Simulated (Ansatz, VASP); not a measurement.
## MgH2: VASP beside Ansatz

File INCAR:

```
SYSTEM = MgH2
PREC = Accurate
ENCUT = 600
EDIFF = 1E-6
ISMEAR = 0
SIGMA = 0.02
LREAL = .FALSE.
LASPH = .TRUE.
NELM = 80
ALGO = Normal
ISIF = 3
LWAVE = .FALSE.
LCHARG = .FALSE.
GGA = PE
IBRION = 2
NSW = 100
EDIFFG = -0.005
```

KPOINTS

```
Automatic mesh
0
G
  6 6 8
  0 0 0
```

File POSCAR:

```
MgH2
1.0
    4.5168000000      0.0000000000      0.0000000000
    0.0000000000      4.5168000000      0.0000000000
    0.0000000000      0.0000000000      3.0205000000
Mg H
2 4
Direct
    0.0000000000      0.0000000000      0.0000000000
    0.5000000000      0.5000000000      0.5000000000
    0.3060000000      0.3060000000      0.0000000000
    0.1940000000      0.8060000000      0.5000000000
    0.6940000000      0.6940000000      0.0000000000
    0.8060000000      0.1940000000      0.5000000000
```

Input for Ansatz:

```yaml
crystal:
  lattice:
    - [4.5168, 0.0, 0.0]
    - [0.0, 4.5168, 0.0]
    - [0.0, 0.0, 3.0205]
  atoms:
    - { symbol: Mg, position: [0.0, 0.0, 0.0] }
    - { symbol: Mg, position: [0.5, 0.5, 0.5] }
    - { symbol: H, position: [0.306, 0.306, 0.0] }
    - { symbol: H, position: [0.194, 0.806, 0.5] }
    - { symbol: H, position: [0.694, 0.694, 0.0] }
    - { symbol: H, position: [0.806, 0.194, 0.5] }
basis:
  ecutwfc: 420
kpoints:
  mp_grid: { grid: [6, 6, 8] }
hamiltonian:
  xc: pbe
scf:
  occupations: { method: gaussian, width: 0.02 }
output:
  forces: true
  stress: true
  eigenvalues: true
relax:
  adjacent_minimum: "off"
  f_tol: 0.005
  max_steps: 80
  cell: { stress_tol: 0.05 }
```

Alike in both runs: task relaxation of cell and atoms; functional PBE; k mesh 6 × 6 × 8; occupations gaussian, width 0.02 eV; no spin polarisation.

```csv
,VASP,Ansatz
version,VASP 6.6.1,Ansatz 0.2.0
potentials or method,"VASP PAW PBE potentials, release 64 (Mg, H)","scalar-relativistic, plane waves, PAW"
plane-wave cutoff (eV),600,420
valence electrons in the cell,8,24
```

```tsv
	VASP	Ansatz	Ansatz less VASP
gap on the k mesh at the Fermi level, each at its own relaxed structure (eV)	3.81	3.81	+0.004
relaxed volume (Å³/atom)	10.19	10.25	+0.052
relaxed cell length with the largest relative difference (Å)	4.509	4.518	+0.0090
```

The two sets of potentials don't hold the same shells in valence.

A k mesh can miss the band edges.
